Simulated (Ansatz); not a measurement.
# Al: the cost of one run

Method: DFT PBE, plane waves, PAW, scalar-relativistic, no spin polarisation, in Ansatz 0.2.0.

## Step 1: The structure to begin with

The cell holds 46 atoms (Al46): a = 8.570 Å, b = 8.570 Å, c = 20.080 Å, α = 90.00°, β = 90.00°, γ = 90.00°.

Its coordinates follow in the input file.

## Step 2: Relaxing end A

input.yaml reads:

```yaml
crystal:
  lattice:
    - [8.570134188, 0.0, 0.0]
    - [0.0, 8.570134188, 0.0]
    - [0.0, 0.0, 20.08]
  atoms:
    - { symbol: Al, position: [0.0, 0.0, 0.29880478] }
    - { symbol: Al, position: [0.33333333, 0.0, 0.29880478] }
    - { symbol: Al, position: [0.66666667, 0.0, 0.29880478] }
    - { symbol: Al, position: [0.0, 0.33333333, 0.29880478] }
    - { symbol: Al, position: [0.33333333, 0.33333333, 0.29880478] }
    - { symbol: Al, position: [0.66666667, 0.33333333, 0.29880478] }
    - { symbol: Al, position: [0.0, 0.66666667, 0.29880478] }
    - { symbol: Al, position: [0.33333333, 0.66666667, 0.29880478] }
    - { symbol: Al, position: [0.66666667, 0.66666667, 0.29880478] }
    - { symbol: Al, position: [0.16666667, 0.16666667, 0.39940239] }
    - { symbol: Al, position: [0.5, 0.16666667, 0.39940239] }
    - { symbol: Al, position: [0.83333333, 0.16666667, 0.39940239] }
    - { symbol: Al, position: [0.16666667, 0.5, 0.39940239] }
    - { symbol: Al, position: [0.5, 0.5, 0.39940239] }
    - { symbol: Al, position: [0.83333333, 0.5, 0.39940239] }
    - { symbol: Al, position: [0.16666667, 0.83333333, 0.39940239] }
    - { symbol: Al, position: [0.5, 0.83333333, 0.39940239] }
    - { symbol: Al, position: [0.83333333, 0.83333333, 0.39940239] }
    - { symbol: Al, position: [0.0, 0.0, 0.5] }
    - { symbol: Al, position: [0.33333333, 0.0, 0.5] }
    - { symbol: Al, position: [0.66666667, 0.0, 0.5] }
    - { symbol: Al, position: [0.0, 0.33333333, 0.5] }
    - { symbol: Al, position: [0.33333333, 0.33333333, 0.5] }
    - { symbol: Al, position: [0.66666667, 0.33333333, 0.5] }
    - { symbol: Al, position: [0.0, 0.66666667, 0.5] }
    - { symbol: Al, position: [0.33333333, 0.66666667, 0.5] }
    - { symbol: Al, position: [0.66666667, 0.66666667, 0.5] }
    - { symbol: Al, position: [0.16666667, 0.16666667, 0.60059761] }
    - { symbol: Al, position: [0.5, 0.16666667, 0.60059761] }
    - { symbol: Al, position: [0.83333333, 0.16666667, 0.60059761] }
    - { symbol: Al, position: [0.16666667, 0.5, 0.60059761] }
    - { symbol: Al, position: [0.5, 0.5, 0.60059761] }
    - { symbol: Al, position: [0.83333333, 0.5, 0.60059761] }
    - { symbol: Al, position: [0.16666667, 0.83333333, 0.60059761] }
    - { symbol: Al, position: [0.5, 0.83333333, 0.60059761] }
    - { symbol: Al, position: [0.83333333, 0.83333333, 0.60059761] }
    - { symbol: Al, position: [0.0, 0.0, 0.70119522] }
    - { symbol: Al, position: [0.33333333, 0.0, 0.70119522] }
    - { symbol: Al, position: [0.66666667, 0.0, 0.70119522] }
    - { symbol: Al, position: [0.0, 0.33333333, 0.70119522] }
    - { symbol: Al, position: [0.33333333, 0.33333333, 0.70119522] }
    - { symbol: Al, position: [0.66666667, 0.33333333, 0.70119522] }
    - { symbol: Al, position: [0.0, 0.66666667, 0.70119522] }
    - { symbol: Al, position: [0.33333333, 0.66666667, 0.70119522] }
    - { symbol: Al, position: [0.66666667, 0.66666667, 0.70119522] }
    - { symbol: Al, position: [0.16900035, 0.16783351, 0.79173307] }
basis:
  ecutwfc: 420.0
kpoints:
  mp_grid: { grid: [4, 4, 1] }
hamiltonian:
  xc: pbe
scf:
  occupations: { method: gaussian, width: 0.1 }
  lower_state_search: "off"
relax:
  f_tol: 0.02
  max_steps: 60
  adjacent_minimum: "off"
  constraints: [{ sites: [0, 1, 2, 3, 4, 5, 6, 7, 8] }]
```

Run with:

```
$ ansatz run input.yaml --threads 8 --pin off --max-ram 20480MiB --backend cpu --events-out ev --progress --plain --runs-dir out
```

**Question.** How long does this run take on 8 threads of an x86-64 CPU, shared host, and how much memory does it need?

About 2.8 min, with a peak of 5.6 GiB.
